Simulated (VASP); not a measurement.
A run of VASP 6.6.1 is set up as follows.

File INCAR:

```
SYSTEM = CaO
ALGO     = Normal         ! electronic algorithm
EDIFF    = 1E-6           ! SCF threshold, eV
ENCUT    = 520            ! plane-wave cutoff, eV
GGA      = PE             ! functional
ISIF     = 2              ! what is computed and relaxed
ISMEAR   = 0              ! smearing method
LASPH    = .TRUE.         ! aspherical terms in the spheres
LCHARG   = .FALSE.        ! write CHGCAR
LREAL    = .FALSE.        ! projectors in reciprocal space
LWAVE    = .FALSE.        ! write WAVECAR
NELM     = 100            ! most SCF steps
PREC     = Accurate       ! precision mode
SIGMA    = 0.05           ! smearing width, eV
```

File KPOINTS:

```
k-points
0
G
  10 10 10
  0 0 0
```

The input POSCAR:

```
CaO
1.0
    0.0000000000      2.4035556960      2.4035556960
    2.4035556960      0.0000000000      2.4035556960
    2.4035556960      2.4035556960      0.0000000000
Ca O
1 1
Direct
    0.0000000000      0.0000000000      0.0000000000
    0.5000000000      0.5000000000      0.5000000000
```

Potentials or basis: VASP PAW PBE potentials, release 54 (Ca_sv, O).

The run is started by

```bash
$ cat potpaw_PBE.54/Ca_sv/POTCAR potpaw_PBE.54/O/POTCAR > POTCAR
$ mpirun -np 1 vasp_std > vasp.out
```

Problem. What does it give for the band gap on the k mesh?

Solution. 3.64 eV, indirect (least direct gap 4.01 eV).

Problem. Predict the pressure.

Solution. 2.2 GPa.

A k mesh can miss the band edges. A hybrid or GW would open this gap; PBE tends to underestimate it.
